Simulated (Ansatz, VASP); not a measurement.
**Two plane-wave programs on C**

```
C
1.0
     0.00000    1.78337    1.78337
     1.78337    0.00000    1.78337
     1.78337    1.78337    0.00000
C
2
Direct
  0.75000 0.75000 0.75000
  0.50000 0.50000 0.50000
```

This isn't the form of C at room conditions, which is graphite.

Alike in both runs: task relaxation of cell and atoms; functional PBE; dispersion D4; k mesh 13 × 13 × 13; occupations fermi-dirac, width 0.05 eV; no spin polarisation.

|  | VASP | Ansatz |
| --- | --- | --- |
| version | VASP 6.6.1 | Ansatz 0.2.0 |
| potentials or method | VASP PAW PBE potentials, release 64 (C) | Ansatz PAW |
| plane-wave cutoff (eV) | 600 | 420 |
| valence electrons in the cell | 8 | 8 |

|  | VASP | Ansatz | Ansatz less VASP |
| --- | --- | --- | --- |
| relaxed volume (Å³/atom) | 5.63 | 5.63 | 0.000 |
| relaxed cell length with the largest relative difference (Å) | 2.515 | 2.515 | 0.0000 |

Caveats: an odd mesh through Γ misses points on the zone boundary, where band edges often lie (VASP); odd divisions of the mesh miss points on the zone boundary, where band edges often lie, so the gap on the mesh can be too wide (Ansatz); the plane-wave basis is chosen anew once the cell has moved, so the energies of steps on either side of that aren't comparable (Ansatz); the pressure holds a Pulay correction of +1.0 GPa for the finite cutoff (Ansatz). PBE gaps usually lie below the measured ones, often by a third to a half.
